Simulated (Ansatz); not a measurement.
**Relaxing Pd**

Theory: DFT PBEsol, scalar-relativistic, plane waves, PAW (Ansatz). Run with 420 eV cutoff, 18×18×10 k-mesh, Gaussian smearing of 0.10 eV, no spin polarisation.

What was changed in Rh: Rh → Pd on all its sites, cell and atoms relaxed.

Command:

```bash
ansatz run input.yaml --threads 1 --pin off --max-ram 2560MiB --backend cpu --events-out ev --progress --plain --runs-dir out
```

Input:

```yaml
crystal:
  lattice:
    - [2.7194129574, 0.0, 0.0]
    - [-1.3597064787, 2.3550807045, 0.0]
    - [0.0, 0.0, 4.5617516726]
  atoms:
    - { symbol: Pd, position: [0.6666666667, 0.3333333333, 0.75] }
    - { symbol: Pd, position: [0.3333333333, 0.6666666667, 0.25] }
basis:
  ecutwfc: 420
kpoints:
  mp_grid: { grid: [18, 18, 10] }
hamiltonian:
  xc: pbesol
scf:
  occupations: { method: gaussian, width: 0.1 }
output:
  forces: true
  stress: true
  eigenvalues: true
relax:
  adjacent_minimum: "off"
  f_tol: 0.01
  max_steps: 60
  cell: { stress_tol: 0.1 }
```

F is the free energy. Steps run on the plane waves of an earlier cell, but the last one, and at times one on the way, on a freshly chosen basis, so a repeated geometry can differ a little in energy.

Steps:

```csv
step,F − F(1) (eV),largest force component (eV/Å),V (Å³/atom),P (GPa)
1,0.0000,0.000,14.608,0.15
2,0.0000,0.000,14.628,-0.13
3,0.0000,0.000,14.620,-0.02
4,0.0000,0.000,14.620,-0.02
```

Relaxed structure:

```xyz
2
Lattice="2.7193 0.0000 0.0000 -1.3597 2.3550 0.0000 0.0000 0.0000 4.5659" Properties=species:S:1:pos:R:3 pbc="T T T"
Pd    1.3597    0.7850    3.4244
Pd    0.0000    1.5700    1.1415
```

Symmetry: P6_3/mmc, No. 194, hexagonal system. The conventional cell has a = 2.719 Å, b = 2.719 Å, c = 4.566 Å, α = 90.00°, β = 90.00°, γ = 120.00°. Pd (site symmetry -6m2) has 12 Pd at 2.72 to 2.77 Å as nearest neighbours.

The run converged. It took 24 s on 1 thread of Intel(R) Xeon(R) Processor @ 2.70GHz, with other jobs on the host, peak memory 0.42 GiB.